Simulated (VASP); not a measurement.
A run of VASP 6.6.1 is set up as follows.

Contents of run.py:

```python
from ase.calculators.vasp import Vasp
from ase.dft.bandgap import bandgap
from ase.spacegroup import crystal

atoms = crystal(
    ['Sb', 'Ga'],
    basis=[[0.25, 0.25, 0.25], [0.0, 0.0, 0.0]],
    spacegroup=216,
    setting=1,
    cellpar=[6.118, 6.118, 6.118, 90.0, 90.0, 90.0],
    primitive_cell=True,
)
calc = Vasp(
    directory='calc',
    xc='rpbe',
    pp='PBE',
    setups='recommended',
    pp_version='54',
    prec='Accurate',
    encut=520,
    ediff=1e-06,
    ismear=0,
    sigma=0.05,
    lreal=False,
    lasph=True,
    nelm=100,
    algo='Normal',
    isif=2,
    lwave=False,
    lcharg=False,
    kpts=[8, 8, 8],
    gamma=True,
)
atoms.calc = calc

print('energy (eV):', atoms.get_potential_energy())
print('free energy (eV):', atoms.get_potential_energy(force_consistent=True))
print('forces (eV/A):')
print(atoms.get_forces())
print('stress (eV/A^3, Voigt):', atoms.get_stress())
print('Fermi level (eV):', calc.get_fermi_level())
gap, top, bottom = bandgap(calc)
print('band gap (eV):', gap, 'from (spin, k, band)', top, 'to', bottom)
```

Potentials or basis: VASP PAW PBE potentials, release 54 (Sb, Ga_d).

The run is started by

```console
$ python run.py
```

(1) Predict the pressure.

(2) Estimate the band gap on the k mesh.

Results:

(1) 3.9 GPa.

(2) 0.13 eV, direct.

Caveat: the PAW data sets were made with another functional, which shifts forces and pressure a little; spin-orbit coupling is left out, which moves the levels of the heavy elements.

**Measured values to compare with.**

From a printed reference work, data compilation, for a bulk crystal of GaSb at 4.2 K: band gap 0.811 eV (direct).

A measured gap of GaSb is 0.811 eV (direct; 4.2 K; a printed reference work, data compilation); the calculated 0.13 eV misses it by -0.68 eV. Spin-orbit coupling on Ga, Sb is left out. The value is that of RPBE on a finite k mesh, which can miss the band edges, without temperature or zero-point motion. Semilocal functionals fall short of measured gaps as a rule.
